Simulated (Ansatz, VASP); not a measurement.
## AlRu in VASP and in Ansatz

The input INCAR:

```
SYSTEM = AlRu
ALGO = Normal
EDIFF = 1E-8
ENCUT = 520
GGA = PS
ISIF = 2
ISMEAR = -1
LASPH = .True.
LCHARG = .False.
LEFG = .True.
LREAL = .False.
LWAVE = .False.
NBANDS = 16
NELM = 100
PREC = Accurate
SIGMA = 0.05
```

File KPOINTS:

```
k-points
0
Gamma
  12 12 12
  0 0 0
```

POSCAR

```
AlRu
1.0
    2.9305298028      0.0000000000      0.0000000000
    0.0000000000      2.9305298028      0.0000000000
    0.0000000000      0.0000000000      2.9305298028
Al Ru
1 1
Direct
    0.0000000000      0.0000000000      0.0000000000
    0.5000000000      0.5000000000      0.5000000000
```

Input for Ansatz:

```yaml
crystal:
  lattice:
    - [2.9305298028, 0.0, 0.0]
    - [0.0, 2.9305298028, 0.0]
    - [0.0, 0.0, 2.9305298028]
  atoms:
    - { symbol: Al, position: [0.0, 0.0, 0.0] }
    - { symbol: Ru, position: [0.5, 0.5, 0.5] }
kpoints:
  mp_grid: { grid: [12, 12, 12] }
scf:
  occupations: { method: fermi_dirac, width: 0.05 }
hamiltonian:
  xc: pbesol
  pseudopotentials: { kind: all_electron, datasets: crystal }
output:
  forces: true
  stress: true
  eigenvalues: true
  efg: { contact_densities: true }
```

Change from the starting cell: volume scaled by 0.94, crystal datasets.

Alike in both runs: task electric field gradients; functional PBEsol; k mesh 12 × 12 × 12; occupations fermi-dirac, width 0.05 eV; no spin polarisation.

```csv
,VASP,Ansatz
version,VASP 6.6.1,Ansatz 0.2.0
potentials or method,"VASP PAW PBE potentials, release 64 (Al, Ru_pv)","all-electron PAW with datasets made for the crystal, scalar-relativistic"
plane-wave cutoff (eV),520,see its input
```

```tsv
	VASP	Ansatz	Ansatz less VASP
pressure (GPa)	11.3	11.1	-0.22
Vzz of the field gradient on the site that differs most (V/Å²)	0.0	0.0	0.00
```

Ansatz ran all-electron here, so the differences hold the error of VASP's frozen core and of both bases. Ansatz warned: «gradients_without_spin_orbit».

Caveats: the PAW data sets were made with another functional, which shifts forces and pressure a little (VASP).
